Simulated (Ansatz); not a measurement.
# Si (Fd-3m) in Ansatz: notebook

The runs below take Si through relaxation of cell and atoms, single point, with BLYP, PBE.

All numbers are computed with Ansatz 0.2.0; they aren't measurements. Logs are shortened: lines on timing, memory, paths and dates and some standing lists are left out, and cuts for length are marked.

## Step 1: The crystal as given

The structure is cubic, space group Fd-3m (No. 227). The conventional cell has a = 5.444 Å, b = 5.444 Å, c = 5.444 Å, α = 90.00°, β = 90.00°, γ = 90.00°. Si (site symmetry -43m) has 4 Si at 2.36 Å as nearest neighbours.

## Step 2: Relaxation of cell and atoms, BLYP

Contents of input.yaml:

```yaml
crystal:
  lattice:
    - [0.0, 2.7218511865, 2.7218511865]
    - [2.7218511865, 0.0, 2.7218511865]
    - [2.7218511865, 2.7218511865, 0.0]
  atoms:
    - { symbol: Si, position: [0.5, 0.5, 0.5] }
    - { symbol: Si, position: [0.75, 0.75, 0.75] }
hamiltonian:
  xc: blyp
  pseudopotentials: { kind: paw }
kpoints:
  mp_grid: { grid: [8, 8, 8] }
scf:
  occupations: { method: fermi_dirac, width: 0.05 }
output:
  forces: true
  stress: true
  write_density: true
  write_potential: true
  elf: true
  volumetric_format: npy
relax:
  f_tol: 0.01
  max_steps: 40
  cell: { stress_tol: 0.05 }
```

Potentials or basis: Ansatz PAW.

Started as:

```sh
> ansatz run input.yaml --threads 2 --pin off --max-ram 5632MiB --backend cpu --events-out ev --progress --plain --runs-dir out
```

Output:

```text
Warning: RAYON_NUM_THREADS=2 ignored (pool sized by the plan → 2); use --threads N
Engine: ansatz 0.2.0, x86_64-unknown-linux-gnu
Pseudopotentials: kind: paw
Pseudopotential: Si, paw, valence charge 4, recommended cutoff 420 eV (normal), Si.paw.azcp
Functional definition: BLYP
  parameter beta = 0.0042
  parameter a = 0.04918
  parameter b = 0.132
  parameter c = 0.2533
  parameter d = 0.349
  exchange = b88_x(beta = beta)
  correlation = lyp_c(a = a, b = b, c = c, d = d)
Crystal: 2 atoms, lattice volume = 40.330 Å³
Basis set: ecut = 420 eV, 749 PW (Γ), exchange–correlation on 54×54×54 points (8 copies of the dense FFT grid, shifted against one another)
Bands: 8, of which v1, the nominal top of the filled ones, is band 4 counted from 1 (3 counted from 0)
Symmetry: 48 space group operations
Space group: Fd-3m (ITA 227), of the structure as read, at distance tolerance 3.4e-5 Å
k-points: 29 of 512
Non-local potential: Si, projectors of the file, l = 0: 2, l = 1: 2, l = 2: 2
PAW form: soft (Blöchl's): semilocal exchange-correlation on the pseudo side does not see the compensation charge
PAW frozen core: Si, regenerated for the run's functional, and the local potential with it (the file was generated under x = pbe(κ = 0.804, μ = 0.2195149727645171), c = pbe(β = 0.06672455060314922))
PAW one-centre angular grid: Si, 110 points (default); XC on 64 Gauss nodes
Initial density: superposition of atomic densities (neutral atoms: chi_scale 0, normalization atom), corrected by the library's trained network
Initial wavefunctions: pseudopotential atomic-orbital guess
Functional: x = b88, c = lyp
SCF iter   1: F=—  HF=-1278.920118 eV  |F-HF|=—  |Δ(HF+E_count)|=         —  Δρ=6.50e-3  dr2=2.72e-2  ethr=1.77e-3  ⟨swp⟩=6.2  Hψ=2086  notcnv=0
preconditioner: auto → none  [insulator: Δε(μ)=0.928 eV  Ē_g=9.543 eV  σ=0.050 eV  W_gap=1.00  n_scr=8 (ndim 8)  ℏωp=16.5 eV  f_vac=0.000  D(μ)=0.00/eV (n_scr^D=0)  ε∞_Penn≈4.0]
SCF iter   2: F=—  HF=-1278.909395 eV  |F-HF|=—  |Δ(HF+E_count)|=   1.07e-2  Δρ=2.17e-3  dr2=2.82e-3  ethr=3.40e-4  ⟨swp⟩=2.0  Hψ=581  notcnv=0
SCF iter   3: F=—  HF=-1278.908226 eV  |F-HF|=—  |Δ(HF+E_count)|=   1.17e-3  Δρ=1.67e-4  dr2=5.73e-6  ethr=3.52e-5  ⟨swp⟩=2.3  Hψ=353  notcnv=0
SCF iter   4: F=—  HF=-1278.908236 eV  |F-HF|=—  |Δ(HF+E_count)|=   9.69e-6  Δρ=2.06e-5  dr2=9.14e-8  ethr=7.16e-8  ⟨swp⟩=2.0  Hψ=349  notcnv=0
iter 5 did not close the SCF: its close was put off for the readings that it lacked (scf_convergence_deferred on its scf_iter line)
SCF iter   5: F=-1278.908236 eV  HF=-1278.908236 eV  |F-HF|=5.60e-9  |Δ(HF+E_count)|=   4.12e-8  Δρ=4.87e-6  dr2=3.69e-9  ethr=1.14e-9  ⟨swp⟩=2.0  Hψ=342  notcnv=0
SCF iter   6: F=-1278.908236 eV  HF=-1278.908236 eV  |F-HF|=3.18e-12  |Δ(HF+E_count)|=   6.30e-9  Δρ=1.72e-7  dr2=7.01e-12  ethr=4.61e-11  ⟨swp⟩=5.0  Hψ=1101  notcnv=0
SCF 1 converged in 6 iterations: F = -1278.908236 eV  dr2 = 7.01e-12
relax step   1: F+E_penalty+E_count = -1278.90823620 eV  Δ(F+E_penalty+E_count) = +0.000e0 eV  max|allowed force component| = 1.850e-17 eV/Å  Δτ_max = 0.0000 Å  P = +4.249 GPa  Ω = 40.330 Å³  (6 SCF iters, accepted)
Crystal: 2 atoms, lattice volume = 41.759 Å³
Basis set: ecut = 420 eV, 869 PW (Γ), exchange–correlation on 54×54×54 points (8 copies of the dense FFT grid, shifted against one another)
Initial density: handed on by an earlier stage of this run
Initial wavefunctions: those handed on with the density
iter 1 solved again at ethr=3.91e-5 eV; its pass at ethr=3.10e-3 eV (dr2=3.13e-3 eV) is discarded
SCF iter   1: F=—  HF=-1278.932396 eV  |F-HF|=—  |Δ(HF+E_count)|=         —  Δρ=2.25e-3  dr2=3.16e-3  ethr=3.91e-5  ⟨swp⟩=1.1  Hψ=2164  notcnv=0
preconditioner: auto → none  [insulator: Δε(μ)=0.866 eV  Ē_g=9.336 eV  σ=0.050 eV  W_gap=1.00  n_scr=8 (ndim 8)  ℏωp=16.3 eV  f_vac=0.000  D(μ)=0.00/eV (n_scr^D=0)  ε∞_Penn≈4.0]
SCF iter   2: F=—  HF=-1278.931482 eV  |F-HF|=—  |Δ(HF+E_count)|=   9.14e-4  Δρ=8.99e-4  dr2=4.25e-4  ethr=3.91e-5  ⟨swp⟩=1.6  Hψ=274  notcnv=0
SCF iter   3: F=—  HF=-1278.931404 eV  |F-HF|=—  |Δ(HF+E_count)|=   7.78e-5  Δρ=1.24e-4  dr2=4.57e-6  ethr=5.31e-6  ⟨swp⟩=2.0  Hψ=348  notcnv=0
SCF iter   4: F=—  HF=-1278.931408 eV  |F-HF|=—  |Δ(HF+E_count)|=   4.23e-6  Δρ=8.80e-6  dr2=3.21e-8  ethr=2.50e-9  ⟨swp⟩=9.0  Hψ=1267  notcnv=0
SCF iter   5: F=-1278.931408 eV  HF=-1278.931408 eV  |F-HF|=3.33e-10  |Δ(HF+E_count)|=   9.49e-9  Δρ=1.02e-6  dr2=1.99e-10  ethr=4.02e-10  ⟨swp⟩=5.0  Hψ=1165  notcnv=0
SCF 2 converged in 5 iterations: F = -1278.931408 eV  dr2 = 1.99e-10
relax step   2: F+E_penalty+E_count = -1278.93140817 eV  Δ(F+E_penalty+E_count) = -2.317e-2 eV  max|allowed force component| = 9.483e-17 eV/Å  Δτ_max = 0.0000 Å  P = +1.102 GPa  Ω = 41.759 Å³  energy of the carried Pulay correction = -2.747e-4 eV  (5 SCF iters, dr2 threshold 2.00e-7 eV, accepted)
Crystal: 2 atoms, lattice volume = 42.284 Å³
iter 1 solved again at ethr=4.80e-6 eV; its pass at ethr=3.10e-3 eV (dr2=3.84e-4 eV) is discarded
SCF iter   1: F=—  HF=-1278.933357 eV  |F-HF|=—  |Δ(HF+E_count)|=         —  Δρ=7.91e-4  dr2=3.94e-4  ethr=4.80e-6  ⟨swp⟩=1.9  Hψ=2100  notcnv=0
preconditioner: auto → none  [insulator: Δε(μ)=0.896 eV  Ē_g=9.281 eV  σ=0.050 eV  W_gap=1.00  n_scr=8 (ndim 8)  ℏωp=16.2 eV  f_vac=0.000  D(μ)=0.00/eV (n_scr^D=0)  ε∞_Penn≈4.0]
SCF iter   2: F=—  HF=-1278.933244 eV  |F-HF|=—  |Δ(HF+E_count)|=   1.13e-4  Δρ=3.15e-4  dr2=5.25e-5  ethr=4.80e-6  ⟨swp⟩=1.8  Hψ=304  notcnv=0
SCF iter   3: F=—  HF=-1278.933236 eV  |F-HF|=—  |Δ(HF+E_count)|=   8.09e-6  Δρ=4.34e-5  dr2=5.68e-7  ethr=6.56e-7  ⟨swp⟩=2.0  Hψ=348  notcnv=0
SCF iter   4: F=-1278.933236 eV  HF=-1278.933236 eV  |F-HF|=1.41e-9  |Δ(HF+E_count)|=   2.66e-7  Δρ=2.23e-6  dr2=1.58e-9  ethr=2.50e-9  ⟨swp⟩=8.0  Hψ=1168  notcnv=0
SCF 3 converged in 4 iterations: F = -1278.933236 eV  dr2 = 1.58e-9
relax step   3: F+E_penalty+E_count = -1278.93323610 eV  Δ(F+E_penalty+E_count) = -1.828e-3 eV  max|allowed force component| = 1.180e-16 eV/Å  Δτ_max = 0.0000 Å  P = +0.085 GPa  Ω = 42.284 Å³  energy of the carried Pulay correction = -3.733e-4 eV  (4 SCF iters, dr2 threshold 2.00e-7 eV, accepted)
Crystal: 2 atoms, lattice volume = 42.329 Å³
iter 1 solved again at ethr=3.43e-8 eV; its pass at ethr=3.10e-3 eV (dr2=2.75e-6 eV) is discarded
SCF iter   1: F=—  HF=-1278.933239 eV  |F-HF|=—  |Δ(HF+E_count)|=         —  Δρ=6.73e-5  dr2=2.83e-6  ethr=3.43e-8  ⟨swp⟩=2.0  Hψ=2121  notcnv=0
preconditioner: auto → none  [insulator: Δε(μ)=0.905 eV  Ē_g=9.278 eV  σ=0.050 eV  W_gap=1.00  n_scr=8 (ndim 8)  ℏωp=16.1 eV  f_vac=0.000  D(μ)=0.00/eV (n_scr^D=0)  ε∞_Penn≈4.0]
SCF iter   2: F=—  HF=-1278.933240 eV  |F-HF|=—  |Δ(HF+E_count)|=   1.18e-6  Δρ=2.70e-5  dr2=3.82e-7  ethr=3.43e-8  ⟨swp⟩=1.8  Hψ=304  notcnv=0
SCF iter   3: F=-1278.933240 eV  HF=-1278.933240 eV  |F-HF|=1.96e-9  |Δ(HF+E_count)|=   5.88e-8  Δρ=3.79e-6  dr2=4.29e-9  ethr=2.24e-10  ⟨swp⟩=6.0  Hψ=1247  notcnv=0
SCF 4 converged in 3 iterations: F = -1278.933240 eV  dr2 = 4.29e-9
relax step   4: F+E_penalty+E_count = -1278.93323983 eV  Δ(F+E_penalty+E_count) = -3.728e-6 eV  max|allowed force component| = 6.708e-17 eV/Å  Δτ_max = 0.0000 Å  P = +0.002 GPa  Ω = 42.329 Å³  energy of the carried Pulay correction = -3.815e-4 eV  (3 SCF iters, dr2 threshold 1.80e-8 eV, accepted)
Initial wavefunctions: pseudopotential atomic-orbital guess (no wavefunctions were taken with the density)
iter 1 solved again at ethr=1.23e-7 eV; its pass at ethr=3.10e-3 eV (dr2=9.81e-6 eV) is discarded
SCF iter   1: F=—  HF=-1278.933711 eV  |F-HF|=—  |Δ(HF+E_count)|=         —  Δρ=3.86e-5  dr2=5.68e-8  ethr=1.23e-7  ⟨swp⟩=3.0  Hψ=2786  notcnv=0
preconditioner: auto → none  [insulator: Δε(μ)=0.906 eV  Ē_g=9.278 eV  σ=0.050 eV  W_gap=1.00  n_scr=8 (ndim 8)  ℏωp=16.1 eV  f_vac=0.000  D(μ)=0.00/eV (n_scr^D=0)  ε∞_Penn≈4.0]
SCF iter   2: F=—  HF=-1278.933715 eV  |F-HF|=—  |Δ(HF+E_count)|=   4.34e-6  Δρ=1.98e-5  dr2=1.45e-8  ethr=7.09e-10  ⟨swp⟩=2.0  Hψ=348  notcnv=0
SCF iter   3: F=-1278.933716 eV  HF=-1278.933716 eV  |F-HF|=2.77e-10  |Δ(HF+E_count)|=   5.81e-7  Δρ=5.64e-7  dr2=1.83e-11  ethr=1.00e-12  ⟨swp⟩=5.7  Hψ=1376  notcnv=0
SCF 5 converged in 3 iterations: F = -1278.933716 eV  dr2 = 1.83e-11
relax step   5: F+E_penalty+E_count = -1278.93371589 eV  Δ(F+E_penalty+E_count) = -4.761e-4 eV  max|allowed force component| = 9.483e-17 eV/Å  Δτ_max = 0.0000 Å  P = +0.018 GPa  Ω = 42.329 Å³  stress off target by 1.77e-2 GPa  SCF on the basis re-selected at this cell (its energy is not comparable with the rows above)  (3 SCF iters)
basis re-selected at this cell: Δ(F+E_penalty+E_count) = -4.761e-4 eV, ΔP = +0.016 GPa vs the last step (what re-selecting the basis moved, of the pressure what is left beyond the Pulay correction that the steps carried, after the strain that the cell walked since its last selection, with what the two solves' SCF thresholds leave and, on support functions, any second-order correction that the steps lacked; it is no measure of the basis error at this ecutwfc). This SCF's stress stands 1.77e-2 GPa from its target on what of the cell is left free (relax.cell.stress_tol is 5.00e-2 GPa) and its largest allowed force component is 9.48e-17 eV/Å (relax.f_tol is 1.00e-2 eV/Å): within both
SCF converged after 3 iterations
Free energy (F): -1278.933716 eV
Harris-Foulkes:  -1278.933716 eV  (|F-HF|=2.77e-10)
Internal energy: -1278.933714 eV  (E = F + TS)
E sigma→0 (E₀):  -1278.933715 eV
Entropy (-TS):   -0.000002 eV (-0.001 meV/atom)
Fermi energy:    6.476431 eV
--- Per-component energies (eV) ---
  E_band       = 9.570695
  E_kinetic    = 80.188031
  E_local      = -61.683073  (includes V_loc(G=0)·N_el)
  E_nonlocal   = 53.534846
  E_hartree    = 16.496042
  E_xc         = -107.924335
  E_vxc        = -89.836400  (∫ρ·V_xc dr)
  E_paw        = -1035.235556  (= ΣΔE_a)
  E_vpaw       = -5.624813  (= ΣTr[D̂ρ^β])
  E_aug_tail   = 0.000012  (compensation charges beyond the density's cutoff)
  E_ewald      = -224.338576
  E_core_change = 0.028896  (= ΣΔE_core)
  E_smearing   = -0.000002  (= −TS)
  E_closure    = 0.000000  (closes the sum)
  Σ components = -1278.933716   (vs F -1278.933716, Δ=0.00e0)
--- Forces (eV/Å), atoms counted from 1 ---
  atom   1  Si    -0.00000000    -0.00000000    -0.00000000
  atom   2  Si     0.00000000     0.00000000     0.00000000
  max |Σ_I F_I| component: 7.40e-17 eV/Å
--- Stress (GPa, compression-positive) ---
        0.017735      -0.000000       0.000000
       -0.000000       0.017735      -0.000000
       -0.000000      -0.000000       0.017735
  P = ⅓ Tr σ = 0.0177 GPa (0.177 kbar)
--- Band table (eV; the first three rows and the last of 29) ---
  k-point 0: bands = ["-5.4670", "6.0421", "6.0421", "6.0421", "8.6976", "8.7043", "8.7043", "8.7043"]
  k-point 1: bands = ["-5.2746", "4.4780", "5.7822", "5.7822", "8.4348", "9.0934", "9.0934", "10.2637"]
  k-point 2: bands = ["-4.7152", "2.2619", "5.3433", "5.3433", "7.9490", "9.6176", "9.6176", "12.5126"]
  k-point 28: bands = ["-1.4384", "-1.4384", "2.5559", "2.5559", "10.4845", "10.4845", "10.9381", "10.9381"]
--- Relaxed structure (4 steps of the walk, 4 accepted, 1 SCFs on fresh bases) ---
  F+E_penalty+E_count = -1278.93371589 eV   max|allowed force component| = 9.483e-17 eV/Å   (the final SCF, on the basis selected at the relaxed cell)
  cell:  # Å, volume = 42.3288 Å³
    - [1.655995910691067e-33, 2.7661041081523776, 2.7661041081523776]
    - [2.7661041081523776, 4.3310662279612524e-33, 2.7661041081523776]
    - [2.7661041081523776, 2.7661041081523776, 7.897826650988162e-34]
  atoms:
    - { symbol: Si, position: [0.5, 0.5, 0.5] }
    - { symbol: Si, position: [0.75, 0.75, 0.75] }
```

Run time: 2.5 s. Hardware: 2 threads of Intel Xeon at 2.70GHz, shared host; peak memory 0.33 GiB.

Results:

```yaml
Free_energy: -1278.9337 eV
Relaxed_volume: 21.16 Å³/atom
Relaxed_cell: a = 3.912 Å, b = 3.912 Å, c = 3.912 Å, α = 60.00°, β = 60.00°, γ = 60.00°
Space_group_after_relaxing_to_0.05_Å: Fd-3m (No. 227)
Energy_gained_by_relaxing: 12.7 meV/atom
Ionic_steps: 5
Pressure_after_relaxing: 0.0 GPa
Band_gap_on_the_k_mesh: 0.91 eV, indirect (least direct gap 2.53 eV)
```

The path:
| step | energy change (eV) | largest force (eV/Å) | volume (Å³) |
| --- | --- | --- | --- |
| 1 | 0.0000 | 0.0000 | 40.33 |
| 2 | -0.0232 | 0.0000 | 41.76 |
| 3 | -0.0250 | 0.0000 | 42.28 |
| 4 | -0.0250 | 0.0000 | 42.33 |
| 5 | -0.0255 | 0.0000 | 42.33 |

Final structure:
```
Si
1.0
     0.00000    2.76610    2.76610
     2.76610    0.00000    2.76610
     2.76610    2.76610    0.00000
Si
2
Cartesian
  2.7661 2.7661 2.7661
  4.1492 4.1492 4.1492
```

Levels at points of the mesh, in eV from the valence-band top:
```csv
k point,band 1,band 2,band 3,band 4,band 5,band 6,band 7,band 8
"(0.00, 0.00, 0.00)",-11.51,0.00,0.00,0.00,2.66,2.66,2.66,2.66
"(0.00, 0.00, -0.50)",-9.36,-6.62,-1.12,-1.12,1.42,3.52,3.52,7.97
"(0.00, -0.50, -0.50)",-7.61,-7.61,-2.63,-2.63,1.03,1.03,9.66,9.66
```

Caveat: the plane-wave basis is chosen anew once the cell has moved, so the energies of steps on either side of that aren't comparable; the PAW data sets come from PBE, with cores solved anew for the run's functional, which leaves a small shift of forces and pressure. A k mesh can miss the band edges.

[end of part 1 of 2]
